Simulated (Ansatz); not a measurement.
## Sr and the effect of the choice of potentials or basis

Symmetry: Fm-3m, No. 225, cubic system. Conventional cell: a = 6.085 Å, b = 6.085 Å, c = 6.085 Å, α = 90.00°, β = 90.00°, γ = 90.00°. Around Sr (site symmetry m-3m) lie 12 Sr at 4.30 Å.

Kept alike: task equation of state; functional PBE; k mesh 8 × 8 × 8; occupations fermi-dirac, width 0.05 eV; no spin polarisation. Program: Ansatz. Cutoffs run from 350 to 925 eV. The mesh is that of the run's cell of 1 atom. No spin-orbit coupling.

| choice of potentials or basis | volume (Å³/atom) |
| --- | --- |
| Ansatz PAW | 54.695 |
| Ansatz PAW (files of its older set among them) | 54.693 |
| JTH PAW | 54.684 |
| PseudoDojo standard | 54.689 |
| PseudoDojo stringent | 54.696 |
| SPMS NC | 54.571 |

For a metal such a mesh leaves the last digits unconverged. Volume and modulus come from cells scaled at fixed shape and fractions.

The volume runs from 54.571 (SPMS NC) to 54.696 Å³/atom (PseudoDojo stringent).
